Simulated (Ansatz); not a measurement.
All numbers below come from DFT PBE, scalar-relativistic, plane waves, PAW (Ansatz). All cells share a 420 eV cutoff and Γ-centred k meshes spaced at most about 0.3 Å⁻¹ (about 0.25 or finer for metals, 2π included). No spin polarisation.

Temperature and zero-point effects are left out.

Question: Which of these relaxed structures of Si₂Ge₃ is the lowest in energy?
A.

```
CELL_PARAMETERS angstrom
2.96957 0.00000 0.00000
-1.48479 2.57172 0.00000
0.00000 0.00000 23.06297
ATOMIC_POSITIONS crystal
Si 0.00000 0.00000 0.50000
Si 0.33333 0.66667 0.00000
Si 0.33333 0.66667 0.41438
Si 0.33333 0.66667 0.58562
Ge 0.00000 0.00000 0.90285
Ge 0.00000 0.00000 0.09715
Ge 0.00000 0.00000 0.31694
Ge 0.00000 0.00000 0.68306
Ge 0.33333 0.66667 0.20701
Ge 0.33333 0.66667 0.79299
```

B.

```
CELL_PARAMETERS angstrom
5.15548 0.00000 0.00000
0.00000 5.15548 0.00000
0.00000 0.00000 4.85779
ATOMIC_POSITIONS crystal
Si 0.00000 0.00000 0.50000
Si 0.50000 0.50000 0.00000
Ge 0.00000 0.00000 0.00000
Ge 0.00000 0.50000 0.00000
Ge 0.50000 0.00000 0.00000
```

C.

```
CELL_PARAMETERS angstrom
1.99201 1.15009 16.27768
-1.99201 1.15009 16.27768
0.00000 -2.30017 16.27768
ATOMIC_POSITIONS crystal
Si 0.97567 0.97567 0.97567
Si 0.62708 0.62708 0.62708
Si 0.02433 0.02433 0.02433
Si 0.37293 0.37293 0.37293
Ge 0.22633 0.22633 0.22633
Ge 0.57736 0.57736 0.57736
Ge 0.17548 0.17548 0.17548
Ge 0.82452 0.82452 0.82452
Ge 0.77367 0.77367 0.77367
Ge 0.42264 0.42264 0.42264
```

Answer: C. The next of these, A, lies 0.42 eV/atom higher. Forms: C R-3m; A P-6m2; B P4/mmm. Counting Ge atoms around Si (those within 1.25 times the shortest such distance or 1.15 times the sum of covalent radii, 1.27 where that leaves under three; a plus sign parts nearer from farther groups; the shortest distance is added where it exceeds 1.18 times the sum of covalent radii; a slash parts the counts of unlike sites): C has Si 1/3+3 from 3.9 Å; A has Si 3 from 2.8 Å/6 from 2.8 Å/2+12 from 4.2 Å; B has Si 2/4. All come from invented guesses.

Cells relaxed within their symmetry can be saddle points. Some structure types and database cells were kept out of the candidates from the start, so a known form may be missing.
